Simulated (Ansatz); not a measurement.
Trial structure of B, not yet relaxed:

```cif
data_structure
_symmetry_space_group_name_H-M 'P 1'
_symmetry_Int_Tables_number 1
_cell_length_a 4.1151
_cell_length_b 4.1151
_cell_length_c 4.1151
_cell_angle_alpha 109.471
_cell_angle_beta 109.471
_cell_angle_gamma 109.471
_cell_volume 53.65
loop_
_atom_site_label
_atom_site_type_symbol
_atom_site_fract_x
_atom_site_fract_y
_atom_site_fract_z
_atom_site_occupancy
B1 B 0.50000 0.75000 0.25000 1
B2 B 0.75000 0.25000 0.50000 1
B3 B 0.75000 0.50000 0.25000 1
B4 B 0.50000 0.25000 0.75000 1
B5 B 0.25000 0.75000 0.50000 1
B6 B 0.25000 0.50000 0.75000 1
```

Level of theory: DFT PBE, scalar-relativistic, plane waves, PAW in Ansatz 0.2.0. Settings: cutoff 420 eV, Γ-centred mesh 6×6×6 on the computed 6-atom cell, Gaussian smearing of 0.10 eV; no spin polarisation.

Energies count from the standard state of B at the same level.

Problem. Estimate its pressure, forces and energy as it stands.

Solution. The pressure is 19.9 GPa (it wants to expand), the largest force is 0.00 eV/Å (symmetry fixes the atoms), and the energy is +1.09 eV/atom against the standard state. The shortest distance is 1.68 Å.

Problem. Is it a good guess?

Solution. A fair one: relaxing gains under 0.1 eV/atom (the start's value is from the coarse mesh, so the gain is rough) in 8 ionic steps and ends at +1.03 eV/atom on the finer mesh. The symmetry stays Im-3m (No. 229). The volume per atom grows by 12.1 %, from 8.9 to 10.0 Å³. The shortest distance goes from 1.68 Å (B–B) to 1.75 Å (B–B). Conventional cell: a = 4.936 Å. B is surrounded by 4 B at 1.75 Å.

The last run used a 12×12×12 mesh for its 6-atom cell and Gaussian smearing of 0.10 eV. The relaxation can't lower the symmetry of the start, and the grade says only how near the guess is to its own end. A structure relaxed within its symmetry needn't be a true minimum.
